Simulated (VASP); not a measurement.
Level of theory: vdW-DF-cx, VASP's PBE PAW potentials (set 64) (plane waves; VASP).

A VASP calculation is set up with these files.

### INCAR
```
ALGO = Normal   ! blocked Davidson
LREAL = .False.   ! projection in real space or not
ENCUT = 520   ! plane-wave cut-off (eV)
LASPH = .True.   ! aspherical one-centre terms
SYSTEM = CsBr
LMAXMIX = 4   ! l cut-off of mixed one-centre charges
GGA = CX
LCHARG = .False.
AGGAC = 0.0
ISIF = 3   ! ions, shape and volume
LWAVE = .False.
EDIFFG = -0.01   ! ionic stop
SIGMA = 0.05   ! width (eV)
NSW = 60   ! most ionic steps
PREC = Accurate
IBRION = 2   ! conjugate gradients
LUSE_VDW = .True.
ISMEAR = 0   ! Gaussian
EDIFF = 1E-6   ! SCF stop (eV)
NELM = 100   ! most electronic steps
```

### POSCAR
```
CsBr
1.0
  4.2592314978   0.0000000000   0.0000000000
  0.0000000000   4.2592314978   0.0000000000
  0.0000000000   0.0000000000   4.2592314978
Cs Br
1 1
Cart
  0.0000000000   0.0000000000   0.0000000000
  2.1296157489   2.1296157489   2.1296157489
```

File KPOINTS:
```
Automatic
0
gamma
6 6 6
```

POTCAR, in this order: Cs_sv Br (PBE.64 set). Program: vasp_std.

Output of the run:

**OSZICAR**
```
       N       E                     dE             d eps       ncg     rms          rms(c)
DAV:   1     0.106445501978E+03    0.10645E+03   -0.66467E+03   480   0.113E+03
DAV:   2     0.576136231473E+01   -0.10068E+03   -0.93965E+02   692   0.182E+02
DAV:   3    -0.177152445433E+01   -0.75329E+01   -0.75045E+01   612   0.584E+01
DAV:   4    -0.184951017256E+01   -0.77986E-01   -0.77960E-01   560   0.704E+00
DAV:   5    -0.185014628887E+01   -0.63612E-03   -0.63607E-03   600   0.630E-01    0.172E+00
DAV:   6    -0.164008866637E+01    0.21006E+00   -0.32665E-01   536   0.303E+00    0.102E+00
DAV:   7    -0.160984093890E+01    0.30248E-01   -0.17280E-01   604   0.224E+00    0.537E-01
DAV:   8    -0.161470886582E+01   -0.48679E-02   -0.13333E-02   524   0.857E-01    0.935E-02
DAV:   9    -0.161554942112E+01   -0.84056E-03   -0.23742E-03   588   0.331E-01    0.716E-02
DAV:  10    -0.161570038851E+01   -0.15097E-03   -0.22247E-04   536   0.122E-01    0.137E-02
DAV:  11    -0.161571578761E+01   -0.15399E-04   -0.51972E-05   580   0.476E-02    0.552E-03
DAV:  12    -0.161571844815E+01   -0.26605E-05   -0.11087E-05   544   0.235E-02    0.129E-03
DAV:  13    -0.161571845025E+01   -0.20939E-08   -0.21881E-07   404   0.385E-03
   1 F= -.16157185E+01 E0= -.16157185E+01  d E =-.161572E+01
```

**OUTCAR**
```
------------------------ aborting loop because EDIFF is reached ----------------------------------------
  FORCE on cell =-STRESS in cart. coord.  units (eV):
  Direction    XX          YY          ZZ          XY          YZ          ZX
  --------------------------------------------------------------------------------------
  Total       -0.0076634     -0.0076634     -0.0076634     -0.0000000     -0.0000000      0.0000000
  in kB       -0.1589061     -0.1589061     -0.1589061     -0.0000000     -0.0000000      0.0000000
  external PRESSURE =      -0.1589061 kB  Pullay stress =       0.0000000 kB
  volume of cell :       77.27
      direct lattice vectors                 reciprocal lattice vectors
     4.259231498  0.000000000  0.000000000     0.234784139  0.000000000  0.000000000
     0.000000000  4.259231498  0.000000000     0.000000000  0.234784139  0.000000000
     0.000000000  0.000000000  4.259231498     0.000000000  0.000000000  0.234784139
 POSITION                                       TOTAL-FORCE (eV/Angst)
 -----------------------------------------------------------------------------------
      0.00000      0.00000      0.00000         0.000000      0.000000      0.000000
      2.12962      2.12962      2.12962         0.000000      0.000000      0.000000
 -----------------------------------------------------------------------------------
    total drift:                                0.000000      0.000000     -0.000000
  FREE ENERGIE OF THE ION-ELECTRON SYSTEM (eV)
  ---------------------------------------------------
  free  energy   TOTEN  =        -1.6157184502 eV

  energy  without entropy=       -1.6157184502  energy(sigma->0) =       -1.61571845

 reached required accuracy - stopping structural energy minimisation
```
(Selected blocks of OUTCAR.)

The compound is CsBr in the CsCl type structure. It was relaxed first. The start is the result of an earlier pass.
